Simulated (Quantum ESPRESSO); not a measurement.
## KCl (Sylvite): phonons with LDA

Crystal: KCl (Sylvite).

```
K Cl
1.0
     0.00000    3.14647    3.14647
     3.14647    0.00000    3.14647
     3.14647    3.14647    0.00000
K Cl
1 1
Cartesian
  0.0000 0.0000 0.0000
  3.1465 3.1465 3.1465
```

- Program: Quantum ESPRESSO 7.5
- Task: phonons
- Functional: LDA
- Potentials or basis: PseudoDojo 0.4.1 SR LDA standard
- Cutoff: 980 eV
- Density cutoff: 3918 eV
- k mesh: 4 × 4 × 4, shifted
- Occupations: fermi-dirac, width 0.05 eV
- Spin: no spin polarisation
- Form of the LDA correlation: PW92
- Mixing beta: 0.5
- Most SCF iterations: 120
- SCF threshold: 4e-10 Ry

```yaml
Relaxed_volume: 28.02 Å³/atom
Relaxed_cell: a = 4.296 Å, b = 4.296 Å, c = 4.296 Å, α = 60.00°, β = 60.00°, γ = 60.00°
Space_group_after_relaxing_to_0.05_Å: Fm-3m (No. 225)
Pressure_after_relaxing: 0.0 GPa
Highest_phonon_frequency_at_the_q_point_run: 170 cm⁻¹
```

Step by step:
```tsv
step	energy change (eV)	largest force (eV/Å)	pressure (GPa)	volume (Å³)
1	0.0000	0.0000	-1.98	62.30
2	-0.0074	0.0000	-1.83	61.68
3	-0.0174	0.0000	-1.60	60.75
4	-0.0295	0.0000	-1.21	59.37
5	-0.0407	0.0000	-0.52	57.34
6	-0.0428	0.0000	0.07	55.89
7	-0.0428	0.0000	0.00	56.06
8	-0.0428	0.0000	0.00	56.05
```

Final structure:
```
K Cl
1.0
     0.00000    3.03746    3.03746
     3.03746    0.00000    3.03746
     3.03746    3.03746    0.00000
K Cl
1 1
Direct
  0.00000 0.00000 0.00000
  0.50000 0.50000 0.50000
```

Levels at points of the mesh, in eV from the valence-band top:
```csv
k point,band 5,band 6,band 7,band 8,band 9,band 10,band 11,band 12
"(0.12, 0.12, 0.12)",-10.19,-0.18,0.00,0.00,5.62,8.05,8.39,8.39
```

Phonon frequencies in cm⁻¹ (negative: imaginary):
| q point | frequencies |
| --- | --- |
| (0.625, 0.250, 0.625) | 82 95 105 154 163 170 |

Phonon modes at q = (0.625, 0.250, 0.625) in reciprocal lattice units:
```tsv
mode	symmetry	cm⁻¹
1	B_1	82
2	B_2	95
3	A_1	105
4	B_1	154
5	A_1	163
6	B_2	170
```

It took 4.3 min on 4 MPI ranks on Intel(R) Xeon(R) Platinum 8375C CPU @ 2.90GHz (Ice Lake), on a shared host, peak memory 0.36 GiB a rank.
